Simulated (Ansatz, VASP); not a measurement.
# Two plane-wave programs on Ge

```
Ge
1.0
     3.98550    0.00000    0.00000
    -1.99275    3.45154    0.00000
     0.00000    0.00000    6.57720
Ge
4
Cartesian
  0.0000 2.3010 0.4141
  1.9928 1.1505 3.7027
  1.9928 1.1505 6.1631
  0.0000 2.3010 2.8745
```

Alike in both runs: functional PBEsol; k mesh 8 × 8 × 4; occupations gaussian, width 0.01 eV; no spin polarisation.

Ansatz relaxed the structure, and its values are those at the end. VASP's run is a single point on that final structure, the one shown.

|  | VASP | Ansatz |
| --- | --- | --- |
| version | VASP 6.6.1 | Ansatz 0.2.0 |
| potentials or method | VASP PAW PBE potentials, release 64 (Ge_d) | scalar-relativistic, plane waves, PAW |
| plane-wave cutoff (eV) | 520 | 420 |
| valence electrons in the cell | 56 | 56 |

```csv
,VASP,Ansatz,Ansatz less VASP
pressure (GPa),0.5,0.7,+0.12
```

With one functional, cell and mesh, what is left measures potentials, basis and numerics. Ansatz warned: «stress_scf_threshold_loose».

Caveats: the PAW data sets were made with another functional, which shifts forces and pressure a little (VASP).
